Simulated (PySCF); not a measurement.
Method: delta-SCF UKS SCAN, pcX-2 on the ionised atom, pcseg-1 elsewhere, spin-free X2C in PySCF 2.14.0. Geometries: PBE0-D3(BJ)/def2-SVP; isolated species, one conformer each. Values against the vacuum level.

(1) Rank by computed C 1s binding energy, lowest first.
A. C1 in `[cH:1]1[cH:2][n:3][nH:4][cH:5]1`
B. C2 in `[Cl:1][CH2:2][C:3]1=[CH:4][C:5]2([CH:6]=[CH:7]1)[CH2:8][CH2:9]2`
C. C1 in `[CH2:1]=[C:2]=[CH:3][CH2:4][Cl:5]`
D. C1 in `[CH3:1][Si:2]([F:3])([F:4])[N:5]=[C:6]=[O:7]`
E. Carbon in `C[P+](C)(C)[Al-]([Cl])([Cl])[Cl]`

Results:

(1) A (290.40 eV), C (290.84 eV), D (291.28 eV), E (291.55 eV), B (292.06 eV).

From the lowest up, the atoms are bonded to: 2 C (aromatic in the SMILES) and H (290.40); C (double bond) and 2 H (290.84); 3 H and Si (291.28); 3 H and P (291.55); Cl, C and 2 H (292.06).
